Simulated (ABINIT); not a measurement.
Input of an ABINIT 10.8.3 (patched build) run:

The input run.abi:

```
pp_dirpath "./"
pseudos "K.upf, F.upf"

acell 3*1.0
rprim
     0.0000000000     5.0490647461     5.0490647461
     5.0490647461     0.0000000000     5.0490647461
     5.0490647461     5.0490647461     0.0000000000
ntypat 2
znucl 19 9
natom 2
typat 1 2
xcart
     0.0000000000     0.0000000000     0.0000000000
     5.0490647461     5.0490647461     5.0490647461

ecut 952.398519 eV

kptopt 1
ngkpt 6 6 6
nshiftk 1
shiftk 0.0 0.0 0.0

ixc 41

nband 10
occopt 1

nstep 60
diemac 6.0
toldfe 1.0e-7

iomode 3
prtwf 0
prtden 0
prteig 0
prtebands 0
prtvol 2
```

Potentials or basis: PseudoDojo NC SR PBE v0.4.1 standard.

The run is started by

```console
$ mpirun --bind-to none -np 8 abinit run.abi > log 2>&1
```

Task: What does it give for the band gap on the k mesh?

Result: 8.96 eV, direct.
